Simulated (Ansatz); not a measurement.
# Si: the cost of one run

Program: Ansatz 0.2.0. Level of theory: DFT PBE, scalar-relativistic, plane waves, PAW. These are calculated values, not measurements.

1 further run of the same task is left out (set aside as unsound or not needed).

## (1) The structure to begin with

The structure is cubic, space group Fd-3m (No. 227). Conventional cell: a = 5.470 Å, b = 5.470 Å, c = 5.470 Å, α = 90.00°, β = 90.00°, γ = 90.00°. Si (site symmetry -43m) has 4 Si at 2.37 Å as nearest neighbours.

As a file:

```xyz
2
Lattice="0.0000 2.7349 2.7349 2.7349 0.0000 2.7349 2.7349 2.7349 0.0000" Properties=species:S:1:pos:R:3 pbc="T T T"
Si    2.7349    2.7349    2.7349
Si    4.1023    4.1023    4.1023
```

It is the result of an earlier relaxation at this level (volume 20.46 Å³/atom; gap on the mesh: 0.62 eV).

The bulk reference comes from a run made before at the same settings: -635.8098 eV/atom.

## (2) The (111) slab

Miller indices refer to the conventional cell of the relaxed bulk, Fd-3m (No. 227): a = 5.470 Å, b = 5.470 Å, c = 5.470 Å, α = 90.00°, β = 90.00°, γ = 90.00°.

The slab is a (111) slab, 10.3 Å thick as cut, with 15 Å of vacuum; its outer planes are Si (top) and Si (bottom).

The slab as cut. Its planes from the bottom up:

```csv
plane,atoms per cell,height over the lowest (Å)
1,Si,0.00
2,Si,0.79
3,Si,3.16
4,Si,3.95
5,Si,6.32
6,Si,7.11
7,Si,9.47
8,Si,10.26
```

## (3) Single point on the unrelaxed (111) slab

The cell repeats along c, and a dipole correction in the vacuum removes the field between the copies.

input.yaml

```yaml
crystal:
  lattice:
    - [3.8677060711, 0.0, 0.0]
    - [-1.9338530355, 3.3495317119, 0.0]
    - [0.0, 0.0, 25.2633985449]
  atoms:
    - { symbol: Si, position: [0.3333333333, 0.6666666667, 0.2968721721] }
    - { symbol: Si, position: [0.0, 0.0, 0.3281226071] }
    - { symbol: Si, position: [0.0, 0.0, 0.4218739123] }
    - { symbol: Si, position: [0.6666666667, 0.3333333333, 0.4531243474] }
    - { symbol: Si, position: [0.6666666667, 0.3333333333, 0.5468756526] }
    - { symbol: Si, position: [0.3333333333, 0.6666666667, 0.5781260877] }
    - { symbol: Si, position: [0.3333333333, 0.6666666667, 0.6718773929] }
    - { symbol: Si, position: [0.0, 0.0, 0.7031278279] }
basis:
  ecutwfc: 420
kpoints:
  mp_grid: { grid: [9, 9, 1] }
hamiltonian:
  xc: pbe
scf:
  occupations: { method: gaussian, width: 0.05 }
output:
  forces: true
  stress: true
  eigenvalues: true
  write_density: true
  write_potential: true
  elf: true
  volumetric_format: npy
efield:
  axis: 3
  dipole_correction: true
  ramp_width: 0.04
```

Command:

```sh
> ansatz run input.yaml --threads 1 --pin off --max-ram 2560MiB --backend cpu --events-out ev --progress --plain --runs-dir out
```

Q: Estimate wall time and peak memory on 1 thread of Intel Xeon 6975P-C (Granite Rapids), shared host.

About 7.3 s, with a peak of 0.49 GiB.
